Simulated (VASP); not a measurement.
# MnF2 (P4_2/mnm) in VASP: a series of runs, part 2 of 2

VASP 6.6.1. The steps go on from the part before.

## (3) Band structure, PBE, collinear spin, ferromagnetic start

Input file INCAR:

```
PREC = Accurate ; ENCUT = 520
EDIFF = 1E-6 ; ISMEAR = -1
SIGMA = 0.05 ; LREAL = False
LASPH = True ; NELM = 150
ALGO = Normal ; ISIF = 2
LWAVE = False ; LCHARG = False
ISPIN = 2 ; MAGMOM = 4 4 0 0 0 0
LORBIT = 11 ; LMAXMIX = 4
GGA = PE ; NBANDS = 40
```

Input file KPOINTS:

```
Automatic mesh
0
Gamma
  6 6 8
```

Input file POSCAR:

```
MnF2
1.0
    4.8738000000      0.0000000000      0.0000000000
    0.0000000000      4.8738000000      0.0000000000
    0.0000000000      0.0000000000      3.3107000000
Mn F
2 4
Direct
    0.5000000000      0.5000000000      0.5000000000
    0.0000000000      0.0000000000      0.0000000000
    0.8053000000      0.1947000000      0.5000000000
    0.6947000000      0.6947000000      0.0000000000
    0.1947000000      0.8053000000      0.5000000000
    0.3053000000      0.3053000000      0.0000000000
```

Input file KPOINTS_OPT:

```
path GXMGZRAZ,XR,MA
20
line-mode
reciprocal
 0.0000000000  0.0000000000  0.0000000000  G
 0.0000000000  0.5000000000  0.0000000000  X

 0.0000000000  0.5000000000  0.0000000000  X
 0.5000000000  0.5000000000  0.0000000000  M

 0.5000000000  0.5000000000  0.0000000000  M
 0.0000000000  0.0000000000  0.0000000000  G

 0.0000000000  0.0000000000  0.0000000000  G
 0.0000000000  0.0000000000  0.5000000000  Z

 0.0000000000  0.0000000000  0.5000000000  Z
 0.0000000000  0.5000000000  0.5000000000  R

 0.0000000000  0.5000000000  0.5000000000  R
 0.5000000000  0.5000000000  0.5000000000  A

 0.5000000000  0.5000000000  0.5000000000  A
 0.0000000000  0.0000000000  0.5000000000  Z

 0.0000000000  0.5000000000  0.0000000000  X
 0.0000000000  0.5000000000  0.5000000000  R

 0.5000000000  0.5000000000  0.0000000000  M
 0.5000000000  0.5000000000  0.5000000000  A
```

Potentials or basis: VASP PAW PBE potentials, release 64 (Mn_pv, F).

Run with:

```console
cat potpaw_PBE.64/Mn_pv/POTCAR potpaw_PBE.64/F/POTCAR > POTCAR
mpirun -np 1 vasp_std > vasp.out
```

It took 5.3 min on 1 thread of Intel Xeon 6975P-C (Granite Rapids), shared host; peak memory 0.49 GiB.

It converged, with:

* Free energy: -39.2993 eV
* Pressure: 3.7 GPa
* Largest force: 0.044 eV/Å
* Band gap on the k mesh: 1.12 eV, direct
* Band gap along the path: 1.12 eV, direct
* Net moment: 10.00 μB per cell
* Site moments: Mn +4.59; F +0.09 μB
* Valence electrons inside the program's atomic spheres: Mn 11.26; F 6.10

Forces in eV/Å, atoms in the order of the input:
```
Mn   0.000  0.000  0.000
Mn   0.000  0.000  0.000
F   -0.031  0.031  0.000
F    0.031  0.031  0.000
F    0.031 -0.031  0.000
F   -0.031 -0.031  0.000
```

Stress tensor (GPa, compression positive):
```
3.57 0.00 0.00
0.00 3.57 0.00
0.00 0.00 4.04
```

Levels at the corners of the path, in eV from the valence-band top:
Spin up:
| point | band 30 | band 31 | band 32 | band 33 | band 34 | band 35 |
| --- | --- | --- | --- | --- | --- | --- |
| Γ | -0.56 | -0.56 | 0.00 | 1.12 | 6.48 | 6.48 |
| X | -0.82 | -0.68 | -0.68 | 3.47 | 3.47 | 7.79 |
| X | -0.82 | -0.68 | -0.68 | 3.47 | 3.47 | 7.79 |
| M | -1.12 | -0.56 | -0.56 | 4.97 | 4.97 | 5.55 |
| M | -1.12 | -0.56 | -0.56 | 4.97 | 4.97 | 5.55 |
| Γ | -0.56 | -0.56 | 0.00 | 1.12 | 6.48 | 6.48 |
| Γ | -0.56 | -0.56 | 0.00 | 1.12 | 6.48 | 6.48 |
| Z | -1.24 | -1.00 | -1.00 | 5.72 | 5.72 | 9.58 |
| Z | -1.24 | -1.00 | -1.00 | 5.72 | 5.72 | 9.58 |
| R | -1.66 | -0.32 | -0.32 | 6.85 | 6.85 | 6.90 |
| R | -1.66 | -0.32 | -0.32 | 6.85 | 6.85 | 6.90 |
| A | -1.27 | -0.83 | -0.83 | 6.78 | 6.78 | 7.91 |
| A | -1.27 | -0.83 | -0.83 | 6.78 | 6.78 | 7.91 |
| Z | -1.24 | -1.00 | -1.00 | 5.72 | 5.72 | 9.58 |
| X | -0.82 | -0.68 | -0.68 | 3.47 | 3.47 | 7.79 |
| R | -1.66 | -0.32 | -0.32 | 6.85 | 6.85 | 6.90 |
| M | -1.12 | -0.56 | -0.56 | 4.97 | 4.97 | 5.55 |
| A | -1.27 | -0.83 | -0.83 | 6.78 | 6.78 | 7.91 |
Spin down:
```csv
point,band 18,band 19,band 20,band 21,band 22,band 23,band 24,band 25,band 26,band 27
Γ,-5.93,-5.07,-4.68,-4.68,-4.39,1.70,1.75,2.14,2.22,2.22
X,-5.69,-5.46,-5.46,-4.72,-4.72,1.92,1.92,2.34,2.34,2.36
X,-5.69,-5.46,-5.46,-4.72,-4.72,1.92,1.92,2.34,2.34,2.36
M,-5.50,-5.12,-5.12,-5.04,-5.04,1.79,1.79,2.24,2.24,2.38
M,-5.50,-5.12,-5.12,-5.04,-5.04,1.79,1.79,2.24,2.24,2.38
Γ,-5.93,-5.07,-4.68,-4.68,-4.39,1.70,1.75,2.14,2.22,2.22
Γ,-5.93,-5.07,-4.68,-4.68,-4.39,1.70,1.75,2.14,2.22,2.22
Z,-5.71,-5.30,-5.30,-5.08,-5.08,2.15,2.15,2.25,2.25,2.29
Z,-5.71,-5.30,-5.30,-5.08,-5.08,2.15,2.15,2.25,2.25,2.29
R,-5.96,-5.14,-5.14,-4.89,-4.89,1.88,1.88,2.29,2.29,2.49
R,-5.96,-5.14,-5.14,-4.89,-4.89,1.88,1.88,2.29,2.29,2.49
A,-5.69,-4.87,-4.87,-4.79,-4.79,2.12,2.12,2.23,2.23,2.36
A,-5.69,-4.87,-4.87,-4.79,-4.79,2.12,2.12,2.23,2.23,2.36
Z,-5.71,-5.30,-5.30,-5.08,-5.08,2.15,2.15,2.25,2.25,2.29
X,-5.69,-5.46,-5.46,-4.72,-4.72,1.92,1.92,2.34,2.34,2.36
R,-5.96,-5.14,-5.14,-4.89,-4.89,1.88,1.88,2.29,2.29,2.49
M,-5.50,-5.12,-5.12,-5.04,-5.04,1.79,1.79,2.24,2.24,2.38
A,-5.69,-4.87,-4.87,-4.79,-4.79,2.12,2.12,2.23,2.23,2.36
```

Caveat: only a ferromagnetic start was run, and an antiferromagnetic order may lie lower in energy. PBE gaps usually lie below the measured ones, often by a third to a half.

## (4) Band structure, PBE, collinear spin, ferromagnetic start

Input file INCAR:

```
PREC = Accurate
ENCUT = 600
EDIFF = 1E-6
ISMEAR = -1
SIGMA = 0.05
LREAL = False
LASPH = True
NELM = 120
ALGO = Normal
ISIF = 2
LWAVE = False
LCHARG = False
ISPIN = 2
MAGMOM = 4 4 0 0 0 0
LORBIT = 11
LMAXMIX = 4
GGA = PE
```

Input file KPOINTS:

```
regular mesh
0
Gamma
  5 5 6
```

POSCAR is that of step 3.

KPOINTS_OPT: that of step 3 with these lines changed.

```diff
@@ -1,3 +1,3 @@
 path GXMGZRAZ,XR,MA
-20
+15
 line-mode
```

Potentials or basis: VASP PAW PBE potentials, release 64 (Mn_sv_GW, F_GW).

Run with:

```console
cat potpaw_PBE.64/Mn_sv_GW/POTCAR potpaw_PBE.64/F_GW/POTCAR > POTCAR
mpirun -np 1 vasp_std > vasp.out
```

Wall time 7.8 min (1 thread of Intel Xeon 6975P-C (Granite Rapids), shared host); peak memory 0.41 GiB.

It converged, with:

```yaml
Free_energy: -42.6215 eV
Pressure: 2.7 GPa
Largest_force: 0.042 eV/Å
Band_gap_on_the_k_mesh: 1.09 eV, direct
Band_gap_along_the_path: 1.09 eV, direct
Net_moment: 10.00 μB per cell
Site_moments: Mn +4.45; F +0.09 μB
Valence_electrons_inside_the_program's_atomic_spheres: Mn 12.84; F 5.82
```

Forces in eV/Å, atoms in the order of the input:
```
Mn   0.000  0.000  0.000
Mn   0.000  0.000  0.000
F   -0.030  0.030  0.000
F    0.030  0.030  0.000
F    0.030 -0.030  0.000
F   -0.030 -0.030  0.000
```

Stress tensor (GPa, compression positive):
```
2.59 0.00 0.00
0.00 2.59 0.00
0.00 0.00 3.04
```

Caveat: the cutoff is under 1.25 times the usual one of these potentials, so pressure, stress and relaxed cells hold a basis-set (Pulay) error; only a ferromagnetic start was run, and an antiferromagnetic order may lie lower in energy.

## (5) Band structure, PBE, collinear spin, ferromagnetic start

Input file INCAR:

```
SYSTEM = MnF2
ALGO = Normal ; EDIFF = 1E-6
ENCUT = 550 ; GGA = PE
ISIF = 2 ; ISMEAR = -1
ISPIN = 2 ; LASPH = .TRUE.
LCHARG = .FALSE. ; LMAXMIX = 4
LORBIT = 11 ; LREAL = .FALSE.
LWAVE = .FALSE. ; MAGMOM = 4 4 0 0 0 0
NBANDS = 34 ; NELM = 100
PREC = Accurate ; SIGMA = 0.05
```

Input file KPOINTS:

```
k-points
0
G
  6 6 8
  0 0 0
```

POSCAR is that of step 4.

KPOINTS_OPT: that of step 4 with these lines changed.

```diff
@@ -1,3 +1,3 @@
 path GXMGZRAZ,XR,MA
-15
+10
 line-mode
```

Potentials or basis: VASP PAW PBE potentials, release 64 (Mn_GW, F_GW).

Run with:

```console
cat potpaw_PBE.64/Mn_GW/POTCAR potpaw_PBE.64/F_GW/POTCAR > POTCAR
mpirun -np 1 vasp_std > vasp.out
```

Run time: 5.7 min. Hardware: 1 thread of Intel Xeon 6975P-C (Granite Rapids), shared host; peak memory 0.51 GiB.

The run converged. Its results:

```yaml
Free_energy: -39.3591 eV
Largest_force: 0.038 eV/Å
Band_gap_on_the_k_mesh: 1.17 eV, direct
Band_gap_along_the_path: 1.17 eV, direct
Net_moment: 10.00 μB per cell
Site_moments: Mn +4.62; F +0.09 μB
Valence_electrons_inside_the_program's_atomic_spheres: Mn 5.52; F 5.83
```

Forces on the atoms (eV/Å):
```
Mn   0.000  0.000  0.000
Mn   0.000  0.000  0.000
F   -0.027  0.027  0.000
F    0.027  0.027  0.000
F    0.027 -0.027  0.000
F   -0.027 -0.027  0.000
```

Levels at the corners of the path, in eV from the valence-band top:
Spin up:
```csv
point,band 24,band 25,band 26,band 27,band 28,band 29
Γ,-0.56,-0.56,0.00,1.17,6.51,6.51
X,-0.82,-0.68,-0.68,3.52,3.52,7.82
X,-0.82,-0.68,-0.68,3.52,3.52,7.82
M,-1.12,-0.56,-0.56,5.00,5.00,5.59
M,-1.12,-0.56,-0.56,5.00,5.00,5.59
Γ,-0.56,-0.56,0.00,1.17,6.51,6.51
Γ,-0.56,-0.56,0.00,1.17,6.51,6.51
Z,-1.24,-1.00,-1.00,5.76,5.76,9.59
Z,-1.24,-1.00,-1.00,5.76,5.76,9.59
R,-1.67,-0.32,-0.32,6.89,6.89,6.94
R,-1.67,-0.32,-0.32,6.89,6.89,6.94
A,-1.27,-0.83,-0.83,6.81,6.81,7.95
A,-1.27,-0.83,-0.83,6.81,6.81,7.95
Z,-1.24,-1.00,-1.00,5.76,5.76,9.59
X,-0.82,-0.68,-0.68,3.52,3.52,7.82
R,-1.67,-0.32,-0.32,6.89,6.89,6.94
M,-1.12,-0.56,-0.56,5.00,5.00,5.59
A,-1.27,-0.83,-0.83,6.81,6.81,7.95
```
Spin down:
```
point  band 12  band 13  band 14  band 15  band 16  band 17  band 18  band 19  band 20  band 21
    Γ    -5.89    -5.03    -4.63    -4.63    -4.34     1.72     1.75     2.14     2.22     2.22
    X    -5.65    -5.42    -5.42    -4.67    -4.67     1.92     1.92     2.34     2.34     2.36
    X    -5.65    -5.42    -5.42    -4.67    -4.67     1.92     1.92     2.34     2.34     2.36
    M    -5.45    -5.08    -5.08    -5.00    -5.00     1.79     1.79     2.23     2.23     2.38
    M    -5.45    -5.08    -5.08    -5.00    -5.00     1.79     1.79     2.23     2.23     2.38
    Γ    -5.89    -5.03    -4.63    -4.63    -4.34     1.72     1.75     2.14     2.22     2.22
    Γ    -5.89    -5.03    -4.63    -4.63    -4.34     1.72     1.75     2.14     2.22     2.22
    Z    -5.67    -5.25    -5.25    -5.04    -5.04     2.15     2.15     2.25     2.25     2.29
    Z    -5.67    -5.25    -5.25    -5.04    -5.04     2.15     2.15     2.25     2.25     2.29
    R    -5.92    -5.10    -5.10    -4.84    -4.84     1.88     1.88     2.29     2.29     2.48
    R    -5.92    -5.10    -5.10    -4.84    -4.84     1.88     1.88     2.29     2.29     2.48
    A    -5.65    -4.82    -4.82    -4.74    -4.74     2.12     2.12     2.23     2.23     2.36
    A    -5.65    -4.82    -4.82    -4.74    -4.74     2.12     2.12     2.23     2.23     2.36
    Z    -5.67    -5.25    -5.25    -5.04    -5.04     2.15     2.15     2.25     2.25     2.29
    X    -5.65    -5.42    -5.42    -4.67    -4.67     1.92     1.92     2.34     2.34     2.36
    R    -5.92    -5.10    -5.10    -4.84    -4.84     1.88     1.88     2.29     2.29     2.48
    M    -5.45    -5.08    -5.08    -5.00    -5.00     1.79     1.79     2.23     2.23     2.38
    A    -5.65    -4.82    -4.82    -4.74    -4.74     2.12     2.12     2.23     2.23     2.36
```

Caveat: the cutoff is under 1.25 times the usual one of these potentials, so pressure, stress and relaxed cells hold a basis-set (Pulay) error; only a ferromagnetic start was run, and an antiferromagnetic order may lie lower in energy. As with any semilocal functional, this PBE gap is likely too small.

## (6) Summary

| potentials or basis | k mesh | cutoff (eV) | gap on the mesh (eV) | pressure (GPa) | moment (μB) | largest force (eV/Å) |
| --- | --- | --- | --- | --- | --- | --- |
| VASP PAW PBE potentials, release 64 (Mn, F) | 6 × 6 × 8 | 500 | 1.17 | 3.2 | 10.00 | 0.04 |
| VASP PAW PBE potentials, release 64 (Mn_pv, F) | 6 × 6 × 8 | 520 | 1.12 | 3.7 | 10.00 | 0.04 |
| VASP PAW PBE potentials, release 64 (Mn_sv_GW, F_GW) | 5 × 5 × 6 | 600 | 1.09 | 2.7 | 10.00 | 0.04 |
| VASP PAW PBE potentials, release 64 (Mn_GW, F_GW) | 6 × 6 × 8 | 550 | 1.17 | - | 10.00 | 0.04 |

Alike in all rows: task band structure; level PBE; spin collinear, ferromagnetic start; cell as given; smearing fermi-dirac 0.05 eV.

Caveats: only a ferromagnetic start was run, and an antiferromagnetic order may lie lower in energy; the cutoff is under 1.25 times the usual one of these potentials, so pressure, stress and relaxed cells hold a basis-set (Pulay) error (some runs).

Absolute energies hang on the potentials; compare differences alone.
